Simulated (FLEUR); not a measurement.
# AlCo in FLEUR: convergence with muffin-tin radii scaled

Input of the first run (muffin-tin radii scaled 0.75); the others differ in this setting and in those tied to it:

The input inp.xml:

```xml
<?xml version="1.0" encoding="UTF-8" standalone="no"?>
<fleurInput fleurInputVersion="0.39">
   <comment>
      AlCo                                                                                                
   </comment>
   <calculationSetup>
      <cutoffs Kmax="5.03" Gmax="15.6" GmaxXC="15.6" numbands="0"/>
      <scfLoop itmax="60" minDistance="0.00001" maxIterBroyd="15" imix="Anderson" alpha="0.05" precondParam="0.0" spinf="2.0" sdNocoIR="T"/>
      <coreElectrons ctail="T" frcor="F" kcrel="0" coretail_lmax="0"/>
      <xcFunctional name="pbe" relativisticCorrections="F"/>
      <magnetism jspins="2"/>
      <soc l_soc="F" theta="0.0" phi="0.0" spav="F"/>
      <expertModes spex="0" secvar="F"/>
      <geometryOptimization l_f="T" forcealpha="1.0" forcemix="BFGS" epsdisp="0.0005" epsforce="0.0002"/>
      <ldaU l_linMix="F" mixParam="0.05" spinf="1.0"/>
   </calculationSetup>
   <cell>
      <bzIntegration valenceElectrons="28.0" mode="hist" fermiSmearingEnergy="0.00183747">
         <kPointListSelection listName="default-1"/>
         <!-- k-points included here -->
         <xi:include xmlns:xi="http://www.w3.org/2001/XInclude" href="kpts.xml"> </xi:include>
      </bzIntegration>
      <!-- symmetry operations included here -->
      <xi:include xmlns:xi="http://www.w3.org/2001/XInclude" href="sym.xml"> </xi:include>
      <bulkLattice scale="1.0">
         <bravaisMatrix>
            <row-1>    5.3278999017180997     0.0000000000000000     0.0000000000000000</row-1>
            <row-2>    0.0000000000000000     5.3278999017180997     0.0000000000000000</row-2>
            <row-3>    0.0000000000000000     0.0000000000000000     5.3278999017180997</row-3>
         </bravaisMatrix>
      </bulkLattice>
   </cell>
   <atomSpecies>
      <species name="Cobalt (Co2.001" element="Co" atomicNumber="27">
         <mtSphere radius="1.657" gridPoints="737" logIncrement="0.017"/>
         <atomicCutoffs lmax="9" lnonsphr="9"/>
         <electronConfig flipSpins="F">
            <coreConfig>(1s1/2) (2s1/2) (2p1/2) (2p3/2)</coreConfig>
            <valenceConfig>(3s1/2) (3p1/2) (3p3/2) (4s1/2) (3d3/2) (3d5/2)</valenceConfig>
            <stateOccupation state="(3d3/2)" spinUp="1.5005" spinDown="1.2995"/>
            <stateOccupation state="(3d5/2)" spinUp="3.0" spinDown="1.2"/>
         </electronConfig>
         <energyParameters s="4" p="4" d="3" f="4"/>
         <lo type="SCLO" l="0" n="3" eDeriv="0"/>
         <lo type="SCLO" l="1" n="3" eDeriv="0"/>
         <lo type="SCLO" l="1" n="3" eDeriv="1"/>
         <lo type="SCLO" l="2" n="3" eDeriv="2"/>
         <lo type="SCLO" l="3" n="4" eDeriv="2"/>
      </species>
      <species name="Aluminum (Al)" element="Al" atomicNumber="13">
         <mtSphere radius="1.462" gridPoints="651" logIncrement="0.017"/>
         <atomicCutoffs lmax="8" lnonsphr="8"/>
         <electronConfig flipSpins="F">
            <coreConfig>(1s1/2)</coreConfig>
            <valenceConfig>(2s1/2) (2p1/2) (2p3/2) (3s1/2) (3p1/2) (3p3/2)</valenceConfig>
            <stateOccupation state="(3p1/2)" spinUp="0.166667" spinDown="0.166667"/>
            <stateOccupation state="(3p3/2)" spinUp="0.333333" spinDown="0.333333"/>
         </electronConfig>
         <energyParameters s="3" p="3" d="3" f="4"/>
         <lo type="SCLO" l="0" n="2" eDeriv="0"/>
         <lo type="SCLO" l="1" n="2" eDeriv="0"/>
         <lo type="SCLO" l="2" n="3" eDeriv="2"/>
         <lo type="SCLO" l="3" n="4" eDeriv="2"/>
      </species>
   </atomSpecies>
   <atomGroups>
      <atomGroup species="Cobalt (Co2.001">
         <relPos label="                   1">-.4811750000 .4935050000 .4987670000</relPos>
         <force calculate="T" relaxXYZ="TTT"/>
      </atomGroup>
      <atomGroup species="Aluminum (Al)">
         <relPos label="                   2">-.0089450000 -.0064950000 -.0021340000</relPos>
         <force calculate="T" relaxXYZ="TTT"/>
      </atomGroup>
   </atomGroups>
   <output dos="F" band="F" slice="F">
      <checks vchk="F" cdinf="F"/>
      <bandDOS minEnergy="-.5*Htr" maxEnergy="0.5*Htr" sigma="0.015" storeEVData="T"/>
      <vacuumDOS vacdos="F" integ="F" star="F" nstars="0" locx1="0.0" locy1="0.0" locx2="0.0" locy2="0.0" nstm="0" tworkf="0.0"/>
      <unfoldingBand unfoldBand="F" supercellX="1" supercellY="1" supercellZ="1"/>
      <plotting iplot="0" polar="F">
         <plot TwoD="T" vec1="  1.0  0.0  0.0" vec2="  0.0  1.0  0.0" vec3="  0.0  0.0  1.0" zero="  0.0  0.0  0.0" file="plot"/>
      </plotting>
      <chargeDensitySlicing numkpt="0" minEigenval="0.0" maxEigenval="0.0" nnne="0" pallst="F"/>
      <specialOutput eonly="F"/>
      <moessbauerParams electricFieldGradient="T" isomerShift="T" coreHyperfine="T" valenceHyperfine="T"/>
      <magneticCircularDichroism mcd="F" energyLo="-10.0" energyUp="0.0"/>
   </output>
  <!-- We include the file relax.xml here to enable relaxations (see documentation) -->
  <xi:include xmlns:xi="http://www.w3.org/2001/XInclude" href="relax.xml"> <xi:fallback/> </xi:include>
</fleurInput>
```

File crystal.txt:

```
AlCo
&input cartesian=F /
2.8194032100  0.0000000000  0.0000000000
0.0000000000  2.8194032100  0.0000000000
0.0000000000  0.0000000000  2.8194032100
1.8897261246
1.0 1.0 1.0

2
27 0.5188250000  0.4935050000  0.4987670000 : 2.001
13 -0.0089450000  -0.0064950000  -0.0021340000

&kpt div1=4 div2=4 div3=4 gamma=T /
```

Potentials or basis: all-electron, FLAPW.

Command:

```sh
$ inpgen -f crystal.txt -profile fastHighL
$ # inp.xml edited to the form shown
$ fleur_MPI
```

The cell isn't the ideal one: atoms moved at random.

The cell is a database's computed one.

Hardware: 1 thread of Arm Neoverse V2, with other jobs on the host.

Q: The values tried are 0.75, 0.8, 0.85, 0.9, 0.95, 1, loosest first. From which on does the largest site moment stay within 0.02 μB of the tightest run that finished?

A: From 0.8 on.

```csv
muffin-tin radii scaled,"energy less the tightest run, at zero smearing (meV/atom)",largest force (eV/Å),largest site moment (μB),SCF cycles,CPU time (s),peak memory (GiB)
0.75,134.01,0.649,0.52,26,260,0.17
0.8,46.25,0.645,0.53,26,250,0.17
0.85,15.20,0.644,0.54,25,250,0.17
0.9,4.46,0.645,0.54,25,240,0.17
0.95,1.02,0.646,0.54,26,260,0.17
1,0.00,0.646,0.54,26,260,0.17
```

Against the tightest run, the largest force stays within 0.005 eV/Å from 0.75 on. Not settled before the last step: the energy (to 1 meV/atom). The tightest run that finished is the yardstick and may itself not be fully converged.

Caveat, for the tightest run too: the k mesh is coarse (spacing up to 0.56 Å⁻¹), so the values aren't converged.
